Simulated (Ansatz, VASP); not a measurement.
This is a calculation of ZnS (Wurtzite-2H) for VASP 6.6.1.

Contents of INCAR:

```
SYSTEM = ZnS
ALGO     = Normal         ! electronic algorithm
EDIFF    = 1E-7           ! SCF threshold, eV
ENCUT    = 520            ! plane-wave cutoff, eV
GGA      = PS             ! functional
ISIF     = 2              ! what is computed and relaxed
ISMEAR   = -1             ! smearing method
LASPH    = .True.         ! aspherical terms in the spheres
LCHARG   = .False.        ! write CHGCAR
LREAL    = .False.        ! projectors in reciprocal space
LWAVE    = .False.        ! write WAVECAR
NBANDS   = 26             ! bands
NELM     = 100            ! most SCF steps
PREC     = Accurate       ! precision mode
SIGMA    = 0.05           ! smearing width, eV
```

File KPOINTS:

```
k-points
0
Gamma
  8 8 5
  0 0 0
```

Contents of POSCAR:

```
ZnS
1.0
    3.7332026603      0.0000000000      0.0000000000
   -1.8666013302      3.2330483413      0.0000000000
    0.0000000000      0.0000000000      6.1067398017
Zn S
2 2
Direct
    0.6666666667      0.3333333333      0.5000000000
    0.3333333333      0.6666666667      0.0000000000
    0.6666666667      0.3333333333      0.8850000000
    0.3333333333      0.6666666667      0.3850000000
```

Potentials or basis: VASP PAW PBE potentials, release 64 (Zn, S).

Launch:

```console
$ cat potpaw_PBE.64/Zn/POTCAR potpaw_PBE.64/S/POTCAR > POTCAR
$ mpirun -np 1 vasp_std > vasp.out
```

Problem. Set up the same calculation for Ansatz 0.2.0. Potentials there: all-electron LAPW, scalar-relativistic.

Solution. As run (the cutoff follows the program's own potentials):

input.yaml

```yaml
crystal:
  lattice:
    - [3.7332026603, 0.0, 0.0]
    - [-1.8666013302, 3.2330483413, 0.0]
    - [0.0, 0.0, 6.1067398017]
  atoms:
    - { symbol: Zn, position: [0.6666666667, 0.3333333333, 0.5] }
    - { symbol: Zn, position: [0.3333333333, 0.6666666667, 0.0] }
    - { symbol: S, position: [0.6666666667, 0.3333333333, 0.885] }
    - { symbol: S, position: [0.3333333333, 0.6666666667, 0.385] }
kpoints:
  mp_grid: { grid: [8, 8, 5] }
scf:
  occupations: { method: fermi_dirac, width: 0.05 }
hamiltonian:
  xc: pbesol
  pseudopotentials: { kind: all_electron, lapw: { basis_error: 0.002 } }
output:
  forces: true
  stress: true
  eigenvalues: true
```

Potentials or basis: all-electron LAPW, scalar-relativistic.

Run with:

```bash
$ ansatz run input.yaml --threads 2 --pin off --max-ram 6144MiB --backend cpu --events-out ev --progress --plain --runs-dir out
```

Both were run:

|  | VASP | Ansatz | Ansatz less VASP |
| --- | --- | --- | --- |
| gap on the k mesh at the Fermi level (eV) | 2.41 | 2.40 | -0.006 |
| least direct gap on the mesh (eV) | 2.41 | 2.40 | -0.006 |
| pressure (GPa) | 4.1 | 3.9 | -0.22 |
| largest component of the traceless stress (GPa) | 1.90 | 1.88 | -0.020 |
| rms of the force components (eV/Å) | 0.224 | 0.223 | -0.0015 |

Atom by atom the forces differ by 0.001 eV/Å (rms over components). Ansatz ran all-electron here, so the differences hold the error of VASP's frozen core and of both bases.

Caveats: the PAW data sets were made with another functional, which shifts forces and pressure a little (VASP).
